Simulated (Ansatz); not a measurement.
# MgH2: the cost of one run

Program: Ansatz 0.2.0. Level of theory: DFT PBE, scalar-relativistic, plane waves, PAW. These are calculated values, not measurements.

## 1. The starting structure

The structure is tetragonal, space group P4_2 (No. 77). Conventional cell: a = 4.437 Å, b = 4.437 Å, c = 3.045 Å, α = 90.00°, β = 90.00°, γ = 90.00°. Mg (site symmetry 2) is surrounded by 2 H at 1.22 Å. Around H (site symmetry 1) lie 1 Mg at 1.22 Å.

As a file:

```cif
data_structure
_symmetry_space_group_name_H-M 'P4_2'
_symmetry_Int_Tables_number 77
_cell_length_a 4.4373
_cell_length_b 4.4373
_cell_length_c 3.0452
_cell_angle_alpha 90.000
_cell_angle_beta 90.000
_cell_angle_gamma 90.000
_cell_volume 59.96
loop_
_atom_site_label
_atom_site_type_symbol
_atom_site_symmetry_multiplicity
_atom_site_Wyckoff_symbol
_atom_site_fract_x
_atom_site_fract_y
_atom_site_fract_z
_atom_site_occupancy
Mg1 Mg 2 c 0.50000 0.00000 0.72723 1
H1 H 4 d 0.65529 0.19778 0.88638 1
```

The guess is a distorted database cell: MgH2 type (P4_2/mnm) distorted into a subgroup (P4_2, No. 77).

## 2. Probe: one point on a coarse mesh

input.yaml reads:

```yaml
crystal:
  lattice:
    - [4.43729556, 0.0, 0.0]
    - [0.0, 4.43729556, 0.0]
    - [0.0, 0.0, 3.04521054]
  atoms:
    - { symbol: Mg, position: [0.5, 0.0, 0.72723194] }
    - { symbol: Mg, position: [0.0, 0.5, 0.22723194] }
    - { symbol: H, position: [0.65529292, 0.19778297, 0.88638403] }
    - { symbol: H, position: [0.80221703, 0.65529292, 0.38638403] }
    - { symbol: H, position: [0.34470708, 0.80221703, 0.88638403] }
    - { symbol: H, position: [0.19778297, 0.34470708, 0.38638403] }
basis:
  ecutwfc: 420
kpoints:
  mp_grid: { grid: [4, 4, 6] }
hamiltonian:
  xc: pbe
scf:
  occupations: { method: gaussian, width: 0.1 }
  lower_state_search: "off"
output:
  forces: true
  stress: true
  eigenvalues: true
```

Run with:

```console
ansatz run input.yaml --threads 1 --pin off --max-ram 2560MiB --backend cpu --events-out ev --progress --plain --runs-dir out
```

Q: Estimate wall time and peak memory on 1 thread of Intel Xeon at 2.70GHz, shared host.

About 1.7 s, with a peak of 0.32 GiB.
